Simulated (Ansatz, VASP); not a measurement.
# PtSe2 (Sudovikovite): VASP beside Ansatz

INCAR

```
SYSTEM = PtSe2
  PREC = Accurate
  ENCUT = 520
  EDIFF = 1E-6
  ISMEAR = -1
  SIGMA = 0.05
  LREAL = .False.
  LASPH = .True.
  NELM = 150
  ALGO = Normal
  ISIF = 2
  LWAVE = .False.
  LCHARG = .False.
  LMAXMIX = 4
  LDAU = .True.
  LDAUTYPE = 2
  LDAUL = 2 -1
  LDAUU = 5 0
  LDAUJ = 0 0
  LDAUPRINT = 1
  GGA = PS
  IVDW = 12
  NBANDS = 18
```

The input KPOINTS:

```
regular mesh
0
Gamma
  8 8 5
  0 0 0
```

File POSCAR:

```
PtSe2
1.0
    3.7240000000      0.0000000000      0.0000000000
   -1.8620000000      3.2250786037      0.0000000000
    0.0000000000      0.0000000000      5.0620000000
Pt Se
1 2
Direct
    0.0000000000      0.0000000000      0.0000000000
    0.6666666667      0.3333333333      0.7500000000
    0.3333333333      0.6666666667      0.2500000000
```

input.yaml

```yaml
crystal:
  lattice: { a: 3.724, b: 3.724, c: 5.062, alpha: 90.0, beta: 90.0, gamma: 119.9999999999 }
  atoms:
    - { symbol: Pt, position: [0.0, 0.0, 0.0] }
    - { symbol: Se, position: [0.6666666667, 0.3333333333, 0.75] }
    - { symbol: Se, position: [0.3333333333, 0.6666666667, 0.25] }
kpoints:
  mp_grid: { grid: [8, 8, 5] }
  band_path:
    path:
      - [0.0, 0.0, 0.0]
      - [0.5, 0.0, 0.0]
      - [0.3333333333, 0.3333333333, 0.0]
      - [0.0, 0.0, 0.0]
      - [0.0, 0.0, 0.5]
      - [0.5, 0.0, 0.5]
      - [0.3333333333, 0.3333333333, 0.5]
      - [0.0, 0.0, 0.5]
    npoints: 12
scf:
  occupations: { method: fermi_dirac, width: 0.05 }
hamiltonian:
  xc: pbesol
  dispersion: d3bj
  pseudopotentials:
    kind: all_electron
    lapw: { basis_error: 0.0005 }
    dirac_shells: { Pt: ["4p", "4d"], Se: ["3p"] }
  hubbard:
    sites: [{ species: Pt, l: d, u_eff: 5 }]
    double_counting: fll
    projectors: ortho-atomic
output:
  forces: true
  stress: true
  eigenvalues: true
  fatbands: true
  dos: { projected: true, de: 0.2, e_range: [-14, 6] }
  populations: true
  hubbard: {}
```

Alike in both runs: functional PBEsol; dispersion D3(BJ); k mesh 8 × 8 × 5; occupations fermi-dirac, width 0.05 eV; no spin polarisation; Hubbard terms Pt d U = 5.0 eV.

|  | VASP | Ansatz |
| --- | --- | --- |
| version | VASP 6.6.1 | Ansatz 0.2.0 |
| potentials or method | VASP PAW PBE potentials, release 64 (Pt, Se) | all-electron LAPW, inner shells corrected to Dirac's equation |
| plane-wave cutoff (eV) | 520 | see its input |
| task | single point | projected density of states |

```tsv
	VASP	Ansatz	Ansatz less VASP
gap on the k mesh at the Fermi level (eV)	none	none	-
pressure (GPa)	-4.6	-0.9	+3.72
largest component of the traceless stress (GPa)	0.02	1.40	+1.376
rms of the force components (eV/Å)	0.048	0.229	+0.1803
dispersion energy (meV/atom)	-426.3	-426.4	-0.12
```

The programs project onto different local orbitals, so the same U acts differently. Atom by atom the forces differ by 0.180 eV/Å (rms over components). A gap of «none» marks a metal or a gap that the smearing closes. Ansatz ran all-electron here, so the differences hold the error of VASP's frozen core and of both bases.

Caveats: U without spin polarisation on a metal has little footing; pairwise dispersion overbinds metals, which lowers pressure and volume; the PAW data sets were made with another functional, which shifts forces and pressure a little (VASP); U is the effective U less J, on atomic orbitals that reach past the spheres (Ansatz); spin-orbit coupling is left out, which moves the levels of the heavy elements (Ansatz); the density of states is complete only up to the lowest level of the last band computed (Ansatz). The runs have no spin-orbit coupling, so splittings on Pt are missing.
